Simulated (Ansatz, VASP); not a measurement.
Eu in VASP and in Ansatz

Contents of INCAR:

```
SYSTEM = Eu
PREC = Accurate ; ENCUT = 520
EDIFF = 1E-6 ; ISMEAR = -1
SIGMA = 0.05 ; LREAL = .FALSE.
LASPH = .TRUE. ; NELM = 150
ALGO = Normal ; ISIF = 2
LWAVE = .FALSE. ; LCHARG = .FALSE.
ISPIN = 2 ; MAGMOM = 7
LORBIT = 11 ; LMAXMIX = 6
GGA = PS ; NBANDS = 18
```

KPOINTS

```
regular mesh
0
G
  8 8 8
  0 0 0
```

POSCAR

```
Eu
1.0
   -2.3481683300      2.3481683300      2.3481683300
    2.3481683300     -2.3481683300      2.3481683300
    2.3481683300      2.3481683300     -2.3481683300
Eu
1
Direct
    0.0000000000      0.0000000000      0.0000000000
```

Contents of input.yaml:

```yaml
crystal:
  lattice:
    - [-2.34816833, 2.34816833, 2.34816833]
    - [2.34816833, -2.34816833, 2.34816833]
    - [2.34816833, 2.34816833, -2.34816833]
  atoms:
    - { symbol: Eu, position: [0.0, 0.0, 0.0], spin: 7.0 }
kpoints:
  mp_grid: { grid: [8, 8, 8] }
scf:
  occupations: { method: fermi_dirac, width: 0.05 }
hamiltonian:
  xc: pbesol
  pseudopotentials: { kind: all_electron, lapw: { basis_error: 0.0005 } }
magnetization:
  spin_polarized: true
output:
  forces: true
  stress: true
  eigenvalues: true
```

Change from the starting cell: volume scaled by 1.06.

Alike in both runs: task single point; functional PBEsol; k mesh 8 × 8 × 8; occupations fermi-dirac, width 0.05 eV; collinear spin.

|  | VASP | Ansatz |
| --- | --- | --- |
| version | VASP 6.6.1 | Ansatz 0.2.0 |
| potentials or method | VASP PAW PBE potentials, release 64 (Eu) | all-electron LAPW, scalar-relativistic |
| plane-wave cutoff (eV) | 520 | see its input |

VASP gave:

| Property | Result |
| --- | --- |
| gap on the k mesh at the Fermi level (eV) | none |
| pressure (GPa) | -3.2 |
| net moment per atom (μB) | 7.40 |
| size of the moment on the site where the two differ most (μB) | 6.72 |

Q: What did Ansatz give for the same quantities?

A: gap on the k mesh at the Fermi level (eV): none; pressure (GPa): -2.8; net moment per atom (μB): 7.40; size of the moment on the site where the two differ most (μB): 7.22.

Site moments also hang on the region over which each program counts them. A gap of «none» marks a metal or a gap that the smearing closes. Ansatz ran all-electron here, so the differences hold the error of VASP's frozen core and of both bases.

Caveats: spin-orbit coupling is left out, which moves the levels of the heavy elements; the PAW data sets were made with another functional, which shifts forces and pressure a little (VASP); an open f shell can end in a state above the lowest (Ansatz). The state reached can hang on the start; a lower one may exist.
